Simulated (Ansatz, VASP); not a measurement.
**One calculation of TiO2, two programs**

File INCAR:

```
ALGO     = Normal         # electronic algorithm
EDIFF    = 1E-7           # SCF threshold, eV
ENCUT    = 520            # plane-wave cutoff, eV
GGA      = PE             # functional
ISIF     = 2              # what is computed and relaxed
ISMEAR   = 0              # smearing method
LASPH    = T              # aspherical terms in the spheres
LCHARG   = F              # write CHGCAR
LREAL    = F              # projectors in reciprocal space
LWAVE    = F              # write WAVECAR
NBANDS   = 19             # bands
NELM     = 100            # most SCF steps
PREC     = Accurate       # precision mode
SIGMA    = 0.01           # smearing width, eV
```

File KPOINTS:

```
k-points
0
Gamma
  8 8 8
```

POSCAR

```
TiO2
1.0
    0.0000000000      2.3905720584      2.3905720584
    2.3905720584      0.0000000000      2.3905720584
    2.3905720584      2.3905720584      0.0000000000
Ti O
1 2
Direct
    0.0000000000      0.0000000000      0.0000000000
    0.2500000000      0.2500000000      0.2500000000
    0.7500000000      0.7500000000      0.7500000000
```

Input for Ansatz:

```yaml
crystal:
  lattice:
    - [0.0, 2.3905720584, 2.3905720584]
    - [2.3905720584, 0.0, 2.3905720584]
    - [2.3905720584, 2.3905720584, 0.0]
  atoms:
    - { symbol: Ti, position: [0.0, 0.0, 0.0] }
    - { symbol: O, position: [0.25, 0.25, 0.25] }
    - { symbol: O, position: [0.75, 0.75, 0.75] }
kpoints:
  mp_grid: { grid: [8, 8, 8] }
hamiltonian:
  xc: pbe
scf:
  occupations: { method: fixed }
  n_extra_bands: 4
output:
  forces: true
  stress: true
  eigenvalues: true
```

Alike in both runs: task single point; functional PBE; k mesh 8 × 8 × 8; no spin polarisation.

```csv
,VASP,Ansatz
version,VASP 6.6.1,Ansatz 0.2.0
potentials or method,"VASP PAW PBE potentials, release 64 (Ti_sv, O)","plane waves, PAW"
plane-wave cutoff (eV),520,420
occupations,"gaussian, width 0.01 eV",fixed
valence electrons in the cell,24,24
```

```tsv
	VASP	Ansatz	Ansatz less VASP
gap on the k mesh at the Fermi level (eV)	1.13	1.15	+0.018
pressure (GPa)	9.0	8.1	-0.89
```

A k mesh can miss the band edges. Expect the measured gap to be larger: semilocal functionals such as PBE lack the derivative discontinuity.
